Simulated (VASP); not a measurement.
# Mn (P6_3/mmc) in VASP: notebook

Runs on Mn. Level: PBE. Tasks: single point.

All numbers are computed with VASP 6.6.1; they aren't measurements. Logs are shortened: lines on timing, memory, paths and dates and some standing lists are left out, and cuts for length are marked.

## (1) The structure

It takes space group P6_3/mmc (No. 194, hexagonal). Conventional cell: a = 2.484 Å, b = 2.484 Å, c = 4.026 Å, α = 90.00°, β = 90.00°, γ = 120.00°. Around Mn (site symmetry -6m2) lie 12 Mn at 2.47 to 2.48 Å.

This isn't the form of Mn at room conditions, which is a 58-atom cubic cell.

## (2) Single point, PBE, collinear spin, ferromagnetic start

File INCAR:

```
PREC = Accurate
ENCUT = 520
EDIFF = 1E-6
ISMEAR = 1
SIGMA = 0.1
LREAL = F
LASPH = T
NELM = 100
ALGO = Normal
ISIF = 2
LWAVE = F
LCHARG = F
ISPIN = 2
MAGMOM = 4 4
LORBIT = 11
LMAXMIX = 4
GGA = PE
ADDGRID = F
```

File KPOINTS:

```
regular mesh
0
Gamma
  4 4 2
```

File POSCAR:

```
Mn
1.0
    2.4836457705      0.0000000000      0.0000000000
   -1.2418228853      2.1509003313      0.0000000000
    0.0000000000      0.0000000000      4.0261950000
Mn
2
Direct
    0.3276130000      0.6533230000      0.2419640000
    0.6727760000      0.3616470000      0.7542400000
```

Potentials or basis: VASP PAW PBE potentials, release 64 (Mn_pv).

On the command line:

```
$ cat potpaw_PBE.64/Mn_pv/POTCAR > POTCAR
$ mpirun -np 1 vasp_std > vasp.out
```

OUTCAR:

```text
PREC = Accurate
   ENCUT = 520
   EDIFF = 1E-6
   ISMEAR = 1
   LREAL = F
   LASPH = T
   NELM = 100
   ISIF = 2
   ISPIN = 2
   LORBIT = 11
   GGA = PE

 Found     20 irreducible k-points:

 Following reciprocal coordinates:
            Coordinates               Weight
  0.000000  0.000000  0.000000      1.000000
  0.250000  0.000000  0.000000      2.000000
  0.000000  0.250000  0.000000      2.000000
 -0.250000  0.250000  0.000000      2.000000
  0.500000  0.000000  0.000000      1.000000
  0.000000  0.500000  0.000000      1.000000
   k-points           NKPTS =     20   k-points in BZ     NKDIM =     20   number of bands    NBANDS=     21
   number of dos      NEDOS =    301   number of ions     NIONS =      2
   total plane-waves  NPLWV =   9720
   dimension x,y,z NGX =    18 NGY =   18 NGZ =   30
   dimension x,y,z NGXF=    36 NGYF=   36 NGZF=   60
   ions per type =               2
   NGX,Y,Z   is equivalent  to a cutoff of  12.05, 12.05, 12.39 a.u.
   NGXF,Y,Z  is equivalent  to a cutoff of  24.10, 24.10, 24.77 a.u.
 SYSTEM =  unknown system
   PREC   = accura    normal or accurate (medium, high low for compatibility)
   ISTART =      0    job   : 0-new  1-cont  2-samecut
   ICHARG =      2    charge: 1-file 2-atom 10-const
   ISPIN  =      2    spin polarized calculation?
   LNONCOLLINEAR =      F non collinear calculations
   LSORBIT =      F    spin-orbit coupling
   LASPH  =      T    aspherical Exc in radial PAW
   ENCUT  =  520.0 eV  38.22 Ry    6.18 a.u.   4.62  4.62  7.49*2*pi/ulx,y,z
   NELM   =    100;   NELMIN=  2; NELMDL= -5     # of ELM steps
   EDIFF  = 0.1E-05   stopping-criterion for ELM
   LREAL  =      F    real-space projection
   EDIFFG = 0.1E-04   stopping-criterion for IOM
   NSW    =      0    number of steps for IOM
   IBRION =     -1    ionic relax: 0-MD 1-quasi-New 2-CG
   NFREE  =      0    steps in history (QN), initial steepest desc. (CG)
   ISIF   =      2    stress and relaxation
   ISYM   =      2    0-nonsym 1-usesym 2-fastsym
   POTIM  = 0.5000    time-step for ionic-motion
   TEBEG  =    0.0;   TEEND  =   0.0 temperature during run
   PSTRESS=    0.0 pullay stress
   NELECT =      26.0000    total number of electrons
   NUPDOWN=      -1.0000    fix difference up-down
   EMIN   =  10.00;   EMAX   =-10.00  energy-range for DOS
   EFERMI =   0.00;   METHOD = LEGACY
   ISMEAR =     1;   SIGMA  =   0.10  broadening in eV -4-tet -1-fermi 0-gaus
   EFERMI_NEDOS =   21; number of points for ismear=-14 and -15
   IALGO  =     38    algorithm
   IMIX   =      4    mixing-type and parameters
     AMIX     =   0.40;   BMIX     =  1.00
     AMIX_MAG =   1.60;   BMIX_MAG =  1.00
  volume/ion in A,a.u.               =      10.75        72.57
  Fermi-wavevector in a.u.,A,eV,Ry     =   1.743938  3.295565 41.379665  3.041320
  Thomas-Fermi vector in A             =   2.815914
   LORBIT       =     11    0 simple, 1 ext, 2 COOP (PROOUT), +10 PAW based schemes
   GGA     = PE    functional components
   LHFCALC =     F    Hartree Fock is set to
   AEXX    =    0.0000 exact exchange contribution
   IVDW    =     0    specifies the selected vdW correction
   LEPSILON=     F    determine dielectric tensor
   LRPA    =     F    only Hartree local field effects (RPA)
 spin polarized calculation
 Methfessel and Paxton  Order N= 1 SIGMA  =   0.10
  energy-cutoff  :      520.00
  volume of cell :       21.51
 maximum number of plane-waves:       584
   NGX =  9   NGY =  9   NGZ = 15

 number of electron      25.9999993 magnetization       1.3778620

 Free energy of the ion-electron system (eV)
  ---------------------------------------------------
  ext. energy  EPLUGINS =         0.00000000
  ---------------------------------------------------
  free energy    TOTEN  =       -17.82964229 eV

  energy without entropy =      -17.83168414  energy(sigma->0) =      -17.83032291

 E-fermi :  10.5405     XC(G=0): -13.9966

 val. band max:       10.5169285340   @ k =   0.2500   0.0000   0.0000
 cond. band min:      10.5473993607   @ k =  -0.2500   0.2500   0.0000
 fundamental gap:      0.0304708267
 Fermi energy:        10.5405419068

 spin component 1

 k-point     1 :       0.0000    0.0000    0.0000
  band No.  band energies     occupation
      1     -38.1407      1.00000
      2     -37.5001      1.00000
      3     -37.4855      1.00000
      4     -37.4101      1.00000
      5     -37.3682      1.00000
      6     -37.3606      1.00000
[... 13 lines left out ...]
     20      31.0988      0.00000
     21      34.2804      0.00000

 k-point     2 :       0.2500    0.0000    0.0000
  band No.  band energies     occupation
      1     -37.9995      1.00000
      2     -37.7740      1.00000
      3     -37.6644      1.00000
      4     -37.5812      1.00000
      5     -37.4421      1.00000
      6     -37.4218      1.00000
[... 13 lines left out ...]
     20      24.8294      0.00000
     21      29.7437      0.00000

 k-point     3 :       0.0000    0.2500    0.0000
  band No.  band energies     occupation
      1     -38.0165      1.00000
      2     -37.7823      1.00000
      3     -37.6795      1.00000
      4     -37.5802      1.00000
      5     -37.4178      1.00000
      6     -37.4050      1.00000
[... 13 lines left out ...]
     20      24.8787      0.00000
     21      29.7045      0.00000

 k-point     4 :      -0.2500    0.2500    0.0000
  band No.  band energies     occupation
      1     -37.9947      1.00000
      2     -37.7781      1.00000
      3     -37.6654      1.00000
      4     -37.5762      1.00000
      5     -37.4414      1.00000
      6     -37.4274      1.00000
[... 13 lines left out ...]
     20      24.8081      0.00000
     21      29.7276      0.00000

 k-point     5 :       0.5000    0.0000    0.0000
  band No.  band energies     occupation
      1     -38.0593      1.00000
      2     -37.9414      1.00000
      3     -37.7744      1.00000
      4     -37.6627      1.00000
      5     -37.5577      1.00000
      6     -37.4901      1.00000
[... 13 lines left out ...]
     20      22.6766      0.00000
     21      24.6453      0.00000

 k-point     6 :       0.0000    0.5000    0.0000
  band No.  band energies     occupation
      1     -38.0785      1.00000
      2     -37.9471      1.00000
      3     -37.8431      1.00000
      4     -37.6587      1.00000
      5     -37.4852      1.00000
      6     -37.4691      1.00000
[... 13 lines left out ...]
     20      22.0225      0.00000
     21      25.0588      0.00000

 [... further k-points ...]

 spin component 2

 k-point     1 :       0.0000    0.0000    0.0000
  band No.  band energies     occupation
      1     -37.4427      1.00000
      2     -36.7958      1.00000
      3     -36.6829      1.00000
      4     -36.6629      1.00000
      5     -36.6457      1.00000
      6     -36.6044      1.00000
[... 13 lines left out ...]
     20      31.0790      0.00000
     21      34.3099      0.00000

 k-point     2 :       0.2500    0.0000    0.0000
  band No.  band energies     occupation
      1     -37.2980      1.00000
      2     -37.0477      1.00000
      3     -36.9386      1.00000
      4     -36.8026      1.00000
      5     -36.7083      1.00000
      6     -36.6720      1.00000
[... 13 lines left out ...]
     20      25.1367      0.00000
     21      30.0246      0.00000

 k-point     3 :       0.0000    0.2500    0.0000
  band No.  band energies     occupation
      1     -37.3149      1.00000
      2     -36.9912      1.00000
      3     -36.8946      1.00000
      4     -36.8649      1.00000
      5     -36.7100      1.00000
      6     -36.6900      1.00000
[... 13 lines left out ...]
     20      25.1729      0.00000
     21      29.9824      0.00000

 k-point     4 :      -0.2500    0.2500    0.0000
  band No.  band energies     occupation
      1     -37.2932      1.00000
      2     -37.0703      1.00000
      3     -36.9554      1.00000
      4     -36.7846      1.00000
      5     -36.7134      1.00000
      6     -36.6506      1.00000
[... 13 lines left out ...]
     20      25.1207      0.00000
     21      30.0073      0.00000

 k-point     5 :       0.5000    0.0000    0.0000
  band No.  band energies     occupation
      1     -37.3344      1.00000
      2     -37.2208      1.00000
      3     -37.0654      1.00000
      4     -36.8942      1.00000
      5     -36.8455      1.00000
      6     -36.7234      1.00000
[... 13 lines left out ...]
     20      22.9929      0.00000
     21      24.9703      0.00000

 k-point     6 :       0.0000    0.5000    0.0000
  band No.  band energies     occupation
      1     -37.2944      1.00000
      2     -37.1802      1.00000
      3     -37.1165      1.00000
      4     -36.9545      1.00000
      5     -36.7718      1.00000
      6     -36.7631      1.00000
[... 13 lines left out ...]
     20      22.3250      0.00000
     21      25.4262      0.00000

 [... further k-points ...]

------------------------ aborting loop because EDIFF is reached ----------------------------------------

  FORCE on cell =-STRESS in cart. coord.  units (eV):
  Direction    XX          YY          ZZ          XY          YZ          ZX
  --------------------------------------------------------------------------------------
  -------------------------------------------------------------------------------------
  Total        0.4697412      0.0816898      0.1756892     -0.0212696      0.0536016     -0.0104952
  in kB       34.9916542      6.0851858     13.0873225     -1.5844020      3.9928523     -0.7818017
  external PRESSURE =      18.0547208 kB  Pullay stress =       0.0000000 kB

 VOLUME and BASIS-vectors are now :
 -----------------------------------------------------------------------------
  energy-cutoff  :      520.00
  volume of cell :       21.51
      direct lattice vectors                 reciprocal lattice vectors
     2.483645770  0.000000000  0.000000000     0.402633907  0.232460795  0.000000000
    -1.241822885  2.150900331  0.000000000     0.000000000  0.464921589  0.000000000
     0.000000000  0.000000000  4.026195000     0.000000000  0.000000000  0.248373464

 POSITION                                       TOTAL-FORCE (eV/Angst)
 -----------------------------------------------------------------------------------
      0.00236      1.40523      0.97419        -0.054293      0.088257      0.585992
      1.22184      0.77787      3.03672         0.054293     -0.088257     -0.585992
 -----------------------------------------------------------------------------------
    total drift:                                0.000201     -0.000159     -0.000055

  FREE ENERGIE OF THE ION-ELECTRON SYSTEM (eV)
  ---------------------------------------------------
  free  energy   TOTEN  =       -17.8296422925 eV

  energy  without entropy=      -17.8316841361  energy(sigma->0) =      -17.83032291

 total charge

# of ion       s       p       d       tot
------------------------------------------
    1        0.429   6.383   5.184  11.996
    2        0.429   6.383   5.184  11.996
--------------------------------------------------
tot          0.859  12.765  10.368  23.992

 magnetization (x)

# of ion       s       p       d       tot
------------------------------------------
    1       -0.002  -0.004   0.684   0.677
    2       -0.002  -0.004   0.684   0.677
--------------------------------------------------
tot         -0.004  -0.009   1.367   1.355
```

It took 31 s on 1 thread of AMD EPYC, shared host; peak memory 0.11 GiB.

The run converged, but some of its settings lie outside the range that counts as converged, so its numbers aren't taken as properties of the crystal.

Results:

| Property | Result |
| --- | --- |
| Free energy | -17.8296 eV |
| Pressure | 1.8 GPa |
| Largest force | 0.595 eV/Å |
| Band gap on the k mesh | none (metal or under the smearing width) |
| Net moment | 1.38 μB per cell |
| Site moments | Mn +0.68 μB |
| Valence electrons inside the program's atomic spheres | Mn 12.00 |

Caveat: the k mesh is coarse (spacing up to 0.78 Å⁻¹), so the values aren't converged; the moment fell far below its start of 4 μB, so a state of higher moment may lie lower in energy.

[end of part 1 of 2]
